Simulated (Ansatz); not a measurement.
**Relativistic treatment of CsI**

```
CELL_PARAMETERS angstrom
4.56670 0.00000 0.00000
0.00000 4.56670 0.00000
0.00000 0.00000 4.56670
ATOMIC_POSITIONS crystal
Cs 0.00000 0.00000 0.00000
I 0.50000 0.50000 0.50000
```

Atom numbers follow the list: Cs1, I2.

The cell is COD entry 9008790, as deposited and not checked against the literature; nothing was relaxed.

One fixed cell is solved with PBE by all-electron LAPW in Ansatz 0.2.0 under different relativistic treatments. Pressure is positive in compression.

Sampling and basis: a Γ-centred 7×7×7 k mesh, Fermi–Dirac smearing of 0.01 eV, basis error target 0.25 meV/atom, no spin polarisation.

```
                                             setting  P (GPa)  gap on the k mesh (eV)
                                 scalar-relativistic     0.75                    3.91
                                    non-relativistic        ?                    4.05
                            with spin–orbit coupling     0.76                       ?
scalar-relativistic, inner shells corrected to Dirac     0.76                    3.91
```

**Question.** What belongs in the row "with spin–orbit coupling", column "gap on the k mesh (eV)"?

**Answer.** 3.64.

**Question.** What belongs in the row "non-relativistic", column "P (GPa)"?

**Answer.** 1.04.
